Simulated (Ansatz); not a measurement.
A plane-wave DFT run in Ansatz 0.2.0 (scalar-relativistic PAW potentials unless the input names others): input and command.

```yaml
crystal:
  lattice:
    - [0.0, 2.135235, 2.135235]
    - [2.135235, 0.0, 2.135235]
    - [2.135235, 2.135235, 0.0]
  atoms:
    - { symbol: Ga, position: [0.0, 0.0, 0.0] }
    - { symbol: "N", position: [0.5, 0.5, 0.5] }
basis:
  ecutwfc: 500
kpoints:
  mp_grid: { grid: [1, 1, 1] }
hamiltonian:
  xc: r2scan
scf:
  occupations: { method: gaussian, width: 0.05 }
  max_iter: 75
output:
  forces: true
  eigenvalues: true
  stress: true
```

```bash
ansatz run input.yaml --threads 1 --pin off --max-ram 2560MiB --backend cpu --events-out ev --progress --plain --runs-dir out
```

Abridged log:
```
Basis set: ecut = 500 eV, 531 PW (Γ), exchange–correlation on 96×96×96 points (64 copies of the dense FFT grid, shifted against one another)
Bands: 13, of which v1, the nominal top of the filled ones, is band 9 counted from 1 (8 counted from 0)
Symmetry: 48 space group operations
k-points: 1
SCF iter   1: F=—  HF=-4162.989458 eV  |F-HF|=—  |Δ(HF+E_count)|=         —  Δρ=1.67e-1  dr2=6.18e0  dr2_τ=1.61e0  ethr=1.77e-3  ⟨swp⟩=5.0  Hψ=68  notcnv=0
SCF iter   2: F=—  HF=-4161.583129 eV  |F-HF|=—  |Δ(HF+E_count)|=    1.41e0  Δρ=7.79e-2  dr2=6.78e-1  dr2_τ=2.71e-1  ethr=1.77e-3  ⟨swp⟩=3.0  Hψ=40  notcnv=0
SCF iter   3: F=—  HF=-4161.434681 eV  |F-HF|=—  |Δ(HF+E_count)|=   1.48e-1  Δρ=2.63e-2  dr2=6.15e-2  dr2_τ=4.67e-3  ethr=1.77e-3  ⟨swp⟩=3.0  Hψ=25  notcnv=0
SCF iter   4: F=—  HF=-4161.456530 eV  |F-HF|=—  |Δ(HF+E_count)|=   2.18e-2  Δρ=5.23e-3  dr2=3.50e-3  dr2_τ=1.91e-4  ethr=3.42e-4  ⟨swp⟩=4.0  Hψ=24  notcnv=0
SCF iter   5: F=—  HF=-4161.455453 eV  |F-HF|=—  |Δ(HF+E_count)|=   1.08e-3  Δρ=9.26e-4  dr2=1.13e-4  dr2_τ=4.61e-6  ethr=1.94e-5  ⟨swp⟩=2.0  Hψ=25  notcnv=0
SCF iter   6: F=—  HF=-4161.455400 eV  |F-HF|=—  |Δ(HF+E_count)|=   5.33e-5  Δρ=4.84e-4  dr2=2.60e-5  dr2_τ=1.08e-6  ethr=6.27e-7  ⟨swp⟩=3.0  Hψ=28  notcnv=0
SCF iter   7: F=—  HF=-4161.455372 eV  |F-HF|=—  |Δ(HF+E_count)|=   2.80e-5  Δρ=2.23e-4  dr2=5.39e-6  dr2_τ=5.59e-8  ethr=1.45e-7  ⟨swp⟩=3.0  Hψ=21  notcnv=0
SCF iter   8: F=—  HF=-4161.455365 eV  |F-HF|=—  |Δ(HF+E_count)|=   6.20e-6  Δρ=5.44e-5  dr2=3.42e-7  dr2_τ=3.71e-9  ethr=2.99e-8  ⟨swp⟩=2.0  Hψ=21  notcnv=0
SCF iter   9: F=-4161.455365 eV  HF=-4161.455365 eV  |F-HF|=1.13e-8  |Δ(HF+E_count)|=   3.44e-7  Δρ=6.50e-6  dr2=6.01e-9  dr2_τ=7.05e-11  ethr=5.56e-10  ⟨swp⟩=6.0  Hψ=69  notcnv=0
SCF 1 converged in 9 iterations: F = -4161.455365 eV  dr2 = 6.01e-9
SCF converged after 9 iterations
Free energy (F): -4161.455365 eV
Harris-Foulkes:  -4161.455365 eV  (|F-HF|=1.13e-8)
Internal energy: -4161.455365 eV  (E = F + TS)
E sigma→0 (E₀):  -4161.455365 eV
Fermi energy:    15.377961 eV
--- Forces (eV/Å), atoms counted from 1 ---
  atom   1  Ga     0.00000000     0.00000000     0.00000000
  atom   2  N      0.00000000     0.00000000     0.00000000
--- Stress (GPa, compression-positive) ---
       16.137497       0.000000       0.000000
        0.000000      16.137497       0.000000
        0.000000       0.000000      16.137497
  P = ⅓ Tr σ = 16.1375 GPa (161.375 kbar)
```

**Question.** What should be changed?

**Answer.** The fault is one k-point for a small cell (kpoints.mp_grid.grid: [12, 12, 12] → [1, 1, 1], the first being the value of the sound run). Setting it back cures it. The run converged all the same, with an energy at zero smearing 7.0 eV/atom above the reference's, pressure 16.14 GPa, largest force 0.000 eV/Å, gap on the mesh 2.13 eV, so convergence alone doesn't show that an input is right. A reference run from the same start on usual settings converged with pressure -8.46 GPa, largest force 0.000 eV/Å, gap on the mesh 0.91 eV.

The run took 1.1 s on 1 thread of Intel(R) Xeon(R) Processor @ 2.70GHz, on a shared host, peak memory 0.33 GiB.